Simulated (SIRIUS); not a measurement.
The system is Si.

```xyz
3
Lattice="3.9057 0.0000 0.0000 -1.9529 3.3825 0.0000 0.0000 0.0000 4.1167" Properties=species:S:1:pos:R:3 pbc="T T T"
Si   -0.9764    1.6912    1.3722
Si    0.9764    1.6912    2.7445
Si    1.9529    0.0000    0.0000
```

The cell was built by a generator and needn't be a form met in nature.

- Program: SIRIUS 7.10.0
- Task: relaxation of cell and atoms
- Functional: revPBE
- Dispersion: D3(BJ)
- Potentials or basis: PseudoDojo 0.4.1 PBE standard (scalar relativistic)
- Cutoff: 490 eV
- Density cutoff: 1959 eV
- k mesh: 6 × 6 × 5
- Occupations: fermi-dirac, width 0.05 eV
- Spin: no spin polarisation

At the start: pressure -5.6 GPa; volume 18.13 Å³/atom.

Task: Where does the relaxation end?

Result: Over 6 steps the energy falls by 19.4 meV/atom and the volume is 17.06 Å³/atom (-5.9 %); space group P6_422 (No. 181, to 0.05 Å).

Step by step:
```tsv
step	energy change (eV)	largest force (eV/Å)	pressure (GPa)	volume (Å³)
1	0.0000	0.0002	-5.57	54.39
2	-0.0158	0.0002	-4.85	53.90
3	-0.0577	0.0003	0.53	50.95
4	-0.0582	0.0002	-0.03	51.22
5	-0.0582	0.0001	-0.01	51.21
6	-0.0583	0.0002	0.07	51.17
```

Final structure:
```
CELL_PARAMETERS angstrom
3.82884 0.00000 0.00000
-1.91442 3.31587 0.00000
0.00000 0.00000 4.03025
ATOMIC_POSITIONS crystal
Si 0.00000 0.50000 0.33333
Si 0.50000 0.50000 0.66667
Si 0.50000 0.00000 0.00000
```

Caveat: the potentials were made for another functional, which shifts forces and pressure.
